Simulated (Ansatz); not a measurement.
All numbers below come from DFT PBE, scalar-relativistic, plane waves, PAW (Ansatz 0.2.0). All cells share a 420 eV cutoff and Γ-centred k meshes spaced at most about 0.3 Å⁻¹ (about 0.25 or finer for metals, 2π included). No spin polarisation in the final relaxations.

All energies are static (0 K, no zero-point motion).

Two relaxed structures of Si₃Ge:

A.

```cif
data_structure
_symmetry_space_group_name_H-M 'Cmmm'
_symmetry_Int_Tables_number 65
_cell_length_a 5.3904
_cell_length_b 8.7282
_cell_length_c 2.7249
_cell_angle_alpha 90.000
_cell_angle_beta 90.000
_cell_angle_gamma 90.000
_cell_volume 128.20
loop_
_atom_site_label
_atom_site_type_symbol
_atom_site_symmetry_multiplicity
_atom_site_Wyckoff_symbol
_atom_site_fract_x
_atom_site_fract_y
_atom_site_fract_z
_atom_site_occupancy
Si1 Si 4 e 0.25000 0.25000 0.00000 1
Si2 Si 2 c 0.50000 0.00000 0.50000 1
Ge1 Ge 2 d 0.00000 0.00000 0.50000 1
```

B.

```cif
data_structure
_symmetry_space_group_name_H-M 'P6/mmm'
_symmetry_Int_Tables_number 191
_cell_length_a 2.7104
_cell_length_b 2.7104
_cell_length_c 10.1507
_cell_angle_alpha 90.000
_cell_angle_beta 90.000
_cell_angle_gamma 120.000
_cell_volume 64.58
loop_
_atom_site_label
_atom_site_type_symbol
_atom_site_symmetry_multiplicity
_atom_site_Wyckoff_symbol
_atom_site_fract_x
_atom_site_fract_y
_atom_site_fract_z
_atom_site_occupancy
Si1 Si 1 a 0.00000 0.00000 0.00000 1
Si2 Si 2 e 0.00000 0.00000 0.24431 1
Ge1 Ge 1 b 0.00000 0.00000 0.50000 1
```

**Question.** Which form is favoured at zero pressure, and by what margin per atom?

**Answer.** B is lower, by 211 meV/atom. A has Si and Ge ordered on fcc sites, space group Cmmm (No. 65), 16.0 Å³/atom and no gap on its mesh; B has space group P6/mmm (No. 191), 16.1 Å³/atom and no gap. Counting Si atoms around Ge (those within 1.25 times the shortest such distance or 1.15 times the sum of covalent radii), A has Ge 10 and B has Ge 2. Even the lower one lies +0.33 eV/atom against the reference forms of the elements (uncorrected), so neither is stable at this level. Both come from invented guesses. A third cell relaxed alike, in P-4m2, lies 0.32 eV/atom below the lower of the two.

Cells relaxed within their symmetry can be saddle points.
